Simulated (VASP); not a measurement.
Set up this calculation in VASP 6.6.1, as the native input.

| Item | Value |
| --- | --- |
| Task | single point |
| Functional | PBE |
| Potentials or basis | VASP PAW PBE potentials, release 64 (Be, S) |
| Cutoff | 520 eV |
| k mesh | 8 × 8 × 8 |
| Occupations | gaussian, width 0.02 eV |
| Spin | no spin polarisation |
| Dipole correction | no |
| Further INCAR settings | ALGO = Normal; EDIFF = 1e-06; NBANDS = 11 |

The structure of BeS lies in POSCAR:

```
BeS
1.0
    0.0000000000      2.4379189251      2.4379189251
    2.4379189251      0.0000000000      2.4379189251
    2.4379189251      2.4379189251      0.0000000000
Be S
1 1
Direct
    0.0000000000      0.0000000000      0.0000000000
    0.2500000000      0.2500000000      0.2500000000
```

One way to write it, as run:

INCAR

```
  PREC = Accurate
  ENCUT = 520
  EDIFF = 1E-6
  ISMEAR = 0
  SIGMA = 0.02
  LREAL = False
  LASPH = True
  NELM = 60
  ALGO = Normal
  ISIF = 2
  LWAVE = False
  LCHARG = False
  GGA = PE
  NBANDS = 11
```

KPOINTS

```
regular mesh
0
Gamma
  8 8 8
```

Potentials or basis: VASP PAW PBE potentials, release 64 (Be, S).

The run is started by

```sh
$ cat potpaw_PBE.64/Be/POTCAR potpaw_PBE.64/S/POTCAR > POTCAR
$ mpirun -np 1 vasp_std > vasp.out
```

It gave:

| Property | Result |
| --- | --- |
| Pressure | 0.0 GPa |
| Band gap on the k mesh | 3.15 eV, indirect (least direct gap 5.68 eV) |

Run time: 7 s on 1 thread of Intel(R) Xeon(R) Platinum 8488C (Sapphire Rapids), with other jobs on the host, peak memory 0.15 GiB.
